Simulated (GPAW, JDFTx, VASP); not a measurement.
**One calculation of Si, 3 ways**

```
Si
1.0
     0.00000    2.72185    2.72185
     2.72185    0.00000    2.72185
     2.72185    2.72185    0.00000
Si
2
Cartesian
  2.7219 2.7219 2.7219
  4.0828 4.0828 4.0828
```

Alike in all runs: task band structure; functional r2SCAN; k mesh 8 × 8 × 8; occupations fermi-dirac, width 0.05 eV; no spin polarisation; no spin-orbit coupling. Pressure is positive in compression and, in plane waves, holds the error of the finite cutoff. Gaps are the smaller of the mesh's and the band path's.

| program and potentials | plane-wave cutoff (eV) | notes | band gap (eV) | pressure (GPa) |
| --- | --- | --- | --- | --- |
| GPAW, GPAW PAW data sets (gpaw-data 1.2.1) | 600 | potentials made for PBE | 0.78 | 0.31 |
| VASP, PBE PAW files Si, 520 eV | 520 | potentials made for PBE | ? | ? |
| JDFTx, SG15-PBE-1.2 | 1088 | potentials made for PBE | 0.72 | - |

**Question.** Estimate from the other rows what the run with VASP, PBE PAW files Si, 520 eV gave.

**Answer.** Band gap 0.80 eV; pressure -0.20 GPa. The other rows, which needn't bracket it: band gap 0.72 to 0.78; pressure 0.31.
